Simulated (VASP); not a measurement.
# BN (F-43m): a series in biaxial strain in the (001) plane, part 2 of 2

Wanted: the response of BN to biaxial strain in the (001) plane, as a table, with a fit that predicts a row left out.

VASP 6.6.1, plane waves and PAW; the level of theory is named at each step.

So far: Set-up; Relax the crystal, LDA; Strain along the normal, LDA; Band edges, TB-mBJ.

**5. Band edges, r2SCAN**

Short lines in KPOINTS_OPT sample the zone centre along and across the normal of the plane, for masses, and the other valleys.

Level: r2SCAN; plane waves and PAW (B, N); cell typed or built by script.

The input, INCAR:

```
SYSTEM = BN
PREC = Accurate
ENCUT = 600
EDIFF = 1E-06
NELM = 100
ISMEAR = 0
SIGMA = 0.02
LREAL = .FALSE.
ALGO = Normal
METAGGA = R2SCAN
LASPH = .TRUE.
NBANDS = 9
LWAVE = .FALSE.
LCHARG = .FALSE.
KPAR = 2
```

The input, POSCAR:

```
BN
1.0
    0.0000000000      1.7733993640      1.7997113970
    1.7733993640      0.0000000000      1.7997113970
    1.7733993640      1.7733993640      0.0000000000
B N
1 1
Direct
    0.0000000000      0.0000000000      0.0000000000
    0.2500000000      0.2500000000      0.2500000000
```

The input, KPOINTS:

```
Automatic mesh
0
Gamma
11 11 11
0 0 0
```

The input, KPOINTS_OPT:

```
Line mode
6
Line-mode
Reciprocal
  0.00000000   0.00000000   0.00000000
  0.01432165   0.01432165   0.00000000

  0.00000000   0.00000000   0.00000000
  0.00000000  -0.01411226  -0.01411226

  0.31000000   0.31000000   0.00000000
  0.50000000   0.50000000   0.00000000

  0.00000000   0.31000000   0.31000000
  0.00000000   0.50000000   0.50000000

  0.45000000   0.45000000   0.45000000
  0.50000000   0.50000000   0.50000000

  0.45000000   0.00000000   0.00000000
  0.50000000   0.00000000   0.00000000

  0.42500000   0.42500000   0.00000000
  0.42500000   0.43911226   0.01411226

  0.50000000   0.50000000   0.50000000
  0.49002112   0.50997888   0.50000000
```

PAW data sets: B and N (LDA family, release 64).

The run is started by

```console
> mpirun -np 2 vasp_std
```

What it wrote:

```text
[banner, memory and clock lines left out]
running    2 mpi-ranks, on    1 nodes
[...]
[... a notice as in an earlier step ...]

 LDA part: xc-table for (None), standard interpolation
 POSCAR, INCAR and KPOINTS ok, starting setup
[...]
entering main loop
       N       E                     dE             d eps       ncg     rms          rms(c)
DAV:   1    -0.837282351563E+01   -0.83728E+01   -0.57718E+03  2308   0.101E+03
DAV:   2    -0.401634256698E+02   -0.31791E+02   -0.30649E+02  2914   0.178E+02
DAV:   3    -0.405425349892E+02   -0.37911E+00   -0.37863E+00  2636   0.187E+01
DAV:   4    -0.405429654790E+02   -0.43049E-03   -0.43048E-03  2477   0.710E-01
[...]
DAV:  10    -0.372353961718E+02   -0.95819E-04   -0.23375E-04  2331   0.159E-01    0.325E-02
DAV:  11    -0.372353947315E+02    0.14403E-05   -0.46003E-05  2355   0.550E-02    0.732E-03
DAV:  12    -0.372353954474E+02   -0.71594E-06   -0.15939E-06  1217   0.125E-02
   1 F= -.37235395E+02 E0= -.37235395E+02  d E =-.339759E-59
 Start KPOINTS_OPT (optional k-point list driver)
k-point batch [1-48\48]
       N       E                     dE             ncg
DAV:   1     0.233661896738E+04   -0.14226E+05      864
DAV:   2     0.714610405592E+03   -0.16220E+04     1139
DAV:   3     0.699151016826E+03   -0.15459E+02     1026
DAV:   4     0.699138088236E+03   -0.12929E-01      981
DAV:   5     0.699138078470E+03   -0.97654E-05      942
DAV:   6     0.699138078457E+03   -0.12835E-07      837
```

Wall time 27 s (2 MPI ranks of Intel Xeon Platinum 8259CL at 2.50GHz (Skylake/Cascade Lake), shared host); peak memory 0.26 GiB; 52 s of CPU time.

OUTCAR, selected parts (step 5):

```text
  Total        1.3921262      1.3921262      0.6785063      0.0000000      0.0000000      0.0000000
  in kB      197.0349370    197.0349370     96.0325546      0.0000000      0.0000000      0.0000000
  external PRESSURE =     163.3674762 kB  Pullay stress =       0.0000000 kB

  FREE ENERGIE OF THE ION-ELECTRON SYSTEM (eV)
  ---------------------------------------------------
  free  energy   TOTEN  =       -37.2353954474 eV

  energy  without entropy=      -37.2353954474  energy(sigma->0) =      -37.23539545

[... 3 parts as in an earlier step ...]

[... 1 further part left out ...]
[key lines of the parts left out:]
E-fermi :   8.2838
```

Numbers from this step:

| Item | Value |
| --- | --- |
| energy(sigma→0) of the program | -37.2354 eV |
| stress, compression positive | xx, yy, zz 19.70, 19.70, 9.60 GPa |

The run ends at a pressure of 16.34 GPa.

**6. All members**

Runs beyond LDA use the data sets made with LDA; this shifts their levels slightly, and their total energies have another zero (at TB-mBJ, which has no energy functional, they mean nothing).

The other members went through these steps as far as the tables show, with the same cutoff and, step by step, the same mesh; 41 runs are not shown. The session took 0.44 core hours (wall time by ranks) on a shared machine.

```csv
in-plane strain (%),strain along the normal (%),"in-plane stress, tension positive (GPa)",energy above the unstrained row (meV/atom),"gap on the mesh, LDA (eV)"
-2.000,0.930,-19.948,14.394,4.127
-1.500,0.700,-14.695,8.116,4.190
-1.000,0.469,-9.627,3.659,4.252
-0.500,0.237,-4.738,0.969,4.314
0,0.004,-0.021,0.000,4.375
0.500,-0.230,4.529,0.703,4.231
1.000,-0.467,8.916,3.009,4.092
1.500,-0.704,13.149,6.879,3.956
2.000,-0.942,17.230,12.266,3.825
```

Slopes at zero strain, from cubics through all rows: strain ratio -0.467, stress over strain 926 GPa. For a cubic crystal strained in (001) the ratio is −2C₁₂/C₁₁.

Band edges at TB-mBJ, counted from the valence-band top at Γ, with one row partly withheld:

```csv
in-plane strain (%),gap (eV),conduction band at Γ (eV),Δ or X valley along z (eV),Δ or X valley along x (eV),"lowest conduction level at L, [111] (eV)","lowest conduction level at L, [-111] (eV)",second valence level below the top (eV),third valence level below the top (eV)
-2.000,5.557,10.396,6.073,5.557,11.283,11.283,0.000,0.334
-1.500,5.622,10.397,6.005,5.622,11.363,11.363,0.000,0.246
-1.000,5.686,10.399,5.938,5.686,11.408,11.408,0.000,0.162
-0.500,5.748,10.401,5.873,5.748,11.408,11.408,0.000,0.080
0,5.809,10.403,5.810,5.809,11.359,11.359,0.000,0.000
0.500,?,10.289,?,5.793,11.195,11.195,0.076,0.076
1.000,5.538,10.178,5.538,5.778,11.011,11.011,0.150,0.150
1.500,5.408,10.070,5.408,5.764,10.815,10.815,0.221,0.221
2.000,5.282,9.965,5.282,5.752,10.614,10.614,0.289,0.289
```

Band edges at r2SCAN, counted from the valence-band top at Γ:

```csv
in-plane strain (%),gap (eV),conduction band at Γ (eV),Δ or X valley along z (eV),Δ or X valley along x (eV),"lowest conduction level at L, [111] (eV)","lowest conduction level at L, [-111] (eV)",second valence level below the top (eV),third valence level below the top (eV)
-2.000,4.754,9.627,5.317,4.754,10.900,10.900,0.000,0.324
-1.500,4.818,9.631,5.236,4.818,11.018,11.018,0.000,0.239
-1.000,4.881,9.636,5.157,4.881,11.116,11.116,0.000,0.157
-0.500,4.944,9.640,5.081,4.944,11.172,11.172,0.000,0.077
0,5.005,9.645,5.006,5.005,11.139,11.139,0.000,0.000
0.500,4.860,9.525,4.860,4.992,10.955,10.955,0.073,0.073
1.000,4.718,9.407,4.718,4.981,10.740,10.740,0.145,0.145
1.500,4.580,9.292,4.580,4.971,10.516,10.516,0.213,0.213
2.000,4.447,9.181,4.447,4.962,10.291,10.291,0.280,0.280
```

**7. Fit and prediction**

The quantity to fit is the splitting of the Δ or X valleys (z less x) at TB-mBJ: 0.516, 0.383, 0.253, 0.125, 0.001, -0.240, -0.356, -0.470 eV in the rows shown.

A least-squares parabola through the 8 rows shown, with d the strain along the axis less the strain across it, in %: E = 0.002809 d² + 0.1679 d − 6.01e-6 (eV), r.m.s. residual 1.3e-4 eV.

For the withheld row, d = -0.7297, the fit gives -0.1210 eV.

**8. The withheld row**

The calculation gives -0.1209 eV, so the prediction is 0.0001 eV too low.

The splitting is Ξu times d, with d as a fraction, so the linear term gives Ξu = 16.8 eV.

**9. Results**

* ratio of normal to in-plane strain: -0.467
* biaxial modulus: 926 GPa
* gap of the unstrained cell, TB-mBJ: 5.81 eV
* gap of the unstrained cell, r2SCAN: 5.01 eV
* shear deformation potential Ξu of the Δ or X valleys: 16.8 eV
* error of the predicted row: -0.1 meV
* valence shear potential |b|, TB-mBJ: 3.54 eV

What this shows: As a check, the curvature of the energy gives 928 GPa for the same modulus (energy per volume = M × strain²), 0 % from the slope of the stress. The energy also has a linear term worth 0.36 GPa that the stress column lacks, a mark of the finite basis. At TB-mBJ the lowest conduction valley is Δ or X throughout, and the gap runs between 5.28 and 5.81 eV. At r2SCAN the lowest conduction valley is Δ or X throughout, and the gap runs between 4.45 and 5.01 eV. Without spin-orbit coupling the three valence levels split by 3|b| times the difference of the strains; the rows within 1 % give |b| = 3.54 eV. Hole masses are left out throughout, since the top bands are degenerate or cross in many series; of conduction masses, those of the Γ, L and (for Si and Ge under (001) strain) Δ valleys are kept where they change by under an eighth between rows. TB-mBJ is a potential fitted for gaps; it has no energy functional, so its total energies and forces mean nothing, and its bands tend to come out too narrow. r2SCAN opens gaps somewhat over GGA but leaves them below measured values as a rule. Spin-orbit coupling is left out at TB-mBJ and r2SCAN, so the valence splittings there lack it. Δ or X levels are the lowest on their line, refined by a parabola unless they lie at X; the gap is read from all points sampled and can differ from the lowest valley by some meV, or by tens of meV where strain moves the valence top off Γ. Temperature, zero-point motion and excitons are left out.

[Lines on the potential files, build, host, timing and source positions are cut from VASP's logs without a mark.]

[Logs are printed without paths, hosts, clocks, repeated set-up lines and the standing remarks that a program may print on its own settings, such as how far it seeks lower states.]

[Hosts, paths, dates, database ids (printed as entryN), source tags and the programs' standing remarks are cut or masked in the printed files.]

[In band tables of VASP the shares of atoms and orbitals are scaled to a sum of 1 inside the atoms' spheres.]
